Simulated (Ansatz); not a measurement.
**Electric field gradients in BN**

Level of theory: DFT PBE+D3(BJ), scalar-relativistic, plane waves, PAW (Ansatz). Plane waves to 420 eV; Γ-centred k mesh 12×12×4; fixed occupations. No spin polarisation.

Relaxed structure:
```
CELL_PARAMETERS angstrom
2.50643 0.00000 0.00000
-1.25321 2.17063 0.00000
0.00000 0.00000 6.61447
ATOMIC_POSITIONS crystal
B 0.33333 0.66667 0.25000
B 0.66667 0.33333 0.75000
N 0.33333 0.66667 0.75000
N 0.66667 0.33333 0.25000
```

Problem. Give V_zz (10²¹ V/m²) and the asymmetry η at each distinct site.

Solution.
```tsv
atom	V_zz	η
B (atom 1)	2.81	0.00
N (atom 3)	-0.366	0.00
```

Cost: 1 run of about 0.019 core-minutes, on Intel Xeon Platinum 8488C (Sapphire Rapids) (shared hosts).